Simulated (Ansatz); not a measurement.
**LiBr: a single-point run**

The task is a single-point run on LiBr. The structure is shown as the input types it.

Method: density functional or hybrid calculation with the settings of its input, plane waves (as first typed), in Ansatz 0.2.0.

3 further runs of the same task are left out: 1 for a known fault of the program, 2 that didn't finish.

**1. The starting structure**

The structure is cubic, space group Fm-3m (No. 225). The conventional cell has a = 5.479 Å, b = 5.479 Å, c = 5.479 Å, α = 90.00°, β = 90.00°, γ = 90.00°. Around Li (site symmetry m-3m) lie 6 Br at 2.74 Å. Around Br (site symmetry m-3m) lie 6 Li at 2.74 Å.

As a file:

```
CELL_PARAMETERS angstrom
0.00000 2.73957 2.73957
2.73957 0.00000 2.73957
2.73957 2.73957 0.00000
ATOMIC_POSITIONS crystal
Li 0.00000 0.00000 0.00000
Br 0.50000 0.50000 0.50000
```

**2. Input and run**

Contents of input.yaml:

```yaml
crystal:
  lattice:
    - [0.0, 2.7395650436, 2.7395650436]
    - [2.7395650436, 0.0, 2.7395650436]
    - [2.7395650436, 2.7395650436, 0.0]
  atoms:
    - { symbol: Li, position: [0.0, 0.0, 0.0] }
    - { symbol: Br, position: [0.5, 0.5, 0.5] }
kpoints:
  mp_grid: { grid: [2, 4, 6] }
hamiltonian:
  xc: pbe
scf:
  occupations: { method: fixed }
  n_extra_bands: 4
output:
  forces: true
  stress: true
  eigenvalues: true
```

The run is started by

```sh
$ ansatz run input.yaml --threads 4 --pin off --max-ram 3686MiB --backend cpu --events-out ev --progress --plain --runs-dir out
```

**Question.** How will this run end, and is anything wrong with its input?

The program finished normally, with warnings (symmetry narrowed by mesh). Its log warns: «crystal.symmetry: narrowed to the stabiliser of the k-point mesh — unitary ops 48 → 4; excluded 44 operations that carry a point of the 2×4×6 mesh (shift [0, 0 ...»

In the input, kpoints.mp_grid.grid is [2, 4, 6]. The mesh has lower symmetry than the crystal, so equivalent directions are sampled differently.

To check: set kpoints.mp_grid.grid to [6, 6, 6].
